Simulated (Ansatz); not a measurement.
Here is an Ansatz 0.2.0 calculation.

The input input.yaml:

```yaml
crystal:
  lattice:
    - [0.0, 2.26, 2.26]
    - [2.26, 0.0, 2.26]
    - [2.26, 2.26, 0.0]
  atoms:
    - { symbol: Sc, position: [0.0, 0.0, 0.0] }
kpoints:
  mp_grid: { grid: [10, 10, 10] }
scf:
  occupations: { method: fermi_dirac, width: 0.05 }
hamiltonian:
  xc: pbe
  pseudopotentials: { kind: all_electron, lapw: { basis_error: 0.001 } }
output:
  forces: true
  stress: true
  eigenvalues: true
  populations: true
```

Potentials or basis: all-electron LAPW, scalar-relativistic.

Run with:

```console
$ ansatz run input.yaml --threads 1 --pin off --max-ram 2560MiB --backend cpu --events-out ev --progress --plain --runs-dir out
```

(1) Estimate the band gap on the k mesh.

(2) Estimate the pressure.

Answers

(1) none (metal or under the smearing width).

(2) 3.8 GPa.
